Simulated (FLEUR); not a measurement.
The system is K.

```
CELL_PARAMETERS angstrom
-2.69756 2.69756 2.69756
2.69756 -2.69756 2.69756
2.69756 2.69756 -2.69756
ATOMIC_POSITIONS crystal
K 0.00000 0.00000 0.00000
```

* Program: FLEUR MaX-R8.1 (later development tree)
* Task: single point
* Functional: PBEsol
* Potentials or basis: all-electron
* Basis: FLAPW
* Kmax: 4.1 1/bohr
* k mesh: 7 × 7 × 7
* Occupations: fermi-dirac, width 0.05 eV
* Spin: no spin polarisation
* Gmax: 12.7 1/bohr
* Muffin-tin radii: K 2.66 bohr
* lmax: K 10
* lnonsphr: K 10
* Local orbitals a species: K 5
* Max iterations: 60
* Mixing factor: 0.05
* Mixer: Anderson
* Mixer history: 15

On this cell: band gap on the k mesh none (metal or under the smearing width).

The same run follows on a disturbed copy (cell strained at random at fixed volume):

```xyz
1
Lattice="-2.6291 2.6676 2.6001 2.7187 -2.7445 2.7665 2.6601 2.7755 -2.6769" Properties=species:S:1:pos:R:3 pbc="T T T"
K     0.0063    0.0330   -0.0519
```

Q: What does the disturbed cell give?

A: The energy (extrapolated to zero smearing) moves by +1.4 meV/atom; band gap on the k mesh none (metal or under the smearing width).
